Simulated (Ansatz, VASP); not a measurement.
# PbSe: VASP beside Ansatz

Contents of POSCAR:

```
PbSe
1.0
    4.2735454777      0.0000000000      0.0000000000
   -2.1367727388      3.7009989479      0.0000000000
    0.0000000000      0.0000000000      7.5550281191
Pb Se
2 2
Direct
    0.0000000000      0.0000000000      0.0000000000
    0.0000000000      0.0000000000      0.5000000000
    0.3333333333      0.6666666667      0.2500000000
    0.6666666667      0.3333333333      0.7500000000
```

INCAR.step1

```
SYSTEM = PbSe
PREC = Accurate
ENCUT = 520
ISMEAR = -1
SIGMA = 0.02
LREAL = .FALSE.
LASPH = .TRUE.
NELM = 100
NBANDS = 28
GGA = PE
ALGO = Normal
EDIFF = 1E-4
LWAVE = .TRUE.
LCHARG = .FALSE.
```

File INCAR.step2:

```
SYSTEM = PbSe
PREC = Accurate
ENCUT = 520
EDIFF = 1E-6
ISMEAR = -1
SIGMA = 0.02
LREAL = .FALSE.
LASPH = .TRUE.
NELM = 100
ALGO = Normal
ISIF = 2
LWAVE = .FALSE.
LCHARG = .FALSE.
METAGGA = R2SCAN
LMIXTAU = .TRUE.
NBANDS = 28
ISTART = 1
```

Contents of KPOINTS:

```
Automatic mesh
0
G
  6 6 4
  0 0 0
```

Input for Ansatz:

```yaml
crystal:
  lattice:
    - [4.2735454777, 0.0, 0.0]
    - [-2.1367727388, 3.7009989479, 0.0]
    - [0.0, 0.0, 7.5550281191]
  atoms:
    - { symbol: Pb, position: [0.0, 0.0, 0.0] }
    - { symbol: Pb, position: [0.0, 0.0, 0.5] }
    - { symbol: Se, position: [0.3333333333, 0.6666666667, 0.25] }
    - { symbol: Se, position: [0.6666666667, 0.3333333333, 0.75] }
kpoints:
  mp_grid: { grid: [6, 6, 4] }
hamiltonian:
  xc: r2scan
scf:
  occupations: { method: fermi_dirac, width: 0.02 }
  n_extra_bands: 5
output:
  forces: true
  stress: true
  eigenvalues: true
```

Alike in both runs: task single point; functional r2SCAN; k mesh 6 × 6 × 4; occupations fermi-dirac, width 0.02 eV; no spin polarisation.

|  | VASP | Ansatz |
| --- | --- | --- |
| version | VASP 6.6.1 | Ansatz 0.2.0 |
| potentials or method | VASP PAW PBE potentials, release 64 (Pb_d, Se) | plane waves, PAW |
| plane-wave cutoff (eV) | 520 | 500 |
| valence electrons in the cell | 40 | 60 |

|  | VASP | Ansatz | Ansatz less VASP |
| --- | --- | --- | --- |
| pressure (GPa) | 0.0 | 0.0 | 0.00 |

The two sets of potentials don't hold the same shells in valence.

Caveats: the PAW data sets were made with another functional, which shifts forces and pressure a little (VASP); spin-orbit coupling is left out, which as a rule narrows the gap of such compounds by several tenths of an eV.
